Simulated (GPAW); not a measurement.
Crystal: V.

```
V
1.0
    -1.51435    1.51435    1.51435
     1.51435   -1.51435    1.51435
     1.51435    1.51435   -1.51435
V
1
Cartesian
  0.0000 0.0000 0.0000
```

* Program: GPAW 26.7.0
* Task: single point
* Functional: PBEsol
* Potentials or basis: PAW data sets generated in the run's folder for this functional
* Cutoff: 600 eV
* Basis: pw
* k mesh: 12 × 12 × 12
* Occupations: fermi-dirac, width 0.05 eV
* Spin: collinear spin, ferromagnetic start
* Starting moments: [2.0] μB

On this cell: pressure -10.7 GPa; net moment 0.00 μB per cell; band gap on the k mesh none (metal or under the smearing width).

The same run follows on a disturbed copy (cell strained at random at fixed volume):

```
CELL_PARAMETERS angstrom
-1.51699 1.52013 1.57756
1.49873 -1.47807 1.51724
1.50658 1.46766 -1.53549
ATOMIC_POSITIONS crystal
V 0.01027 0.00456 0.99881
```

**Question.** What changes?

**Answer.** The energy (extrapolated to zero smearing) moves by +4.2 meV/atom; pressure -10.7 GPa; net moment 0.00 μB per cell; band gap on the k mesh none (metal or under the smearing width).

Stress tensor (GPa, compression positive):
```
 -9.90   0.05   0.35
  0.05  -9.44  -0.48
  0.35  -0.48 -12.65
```
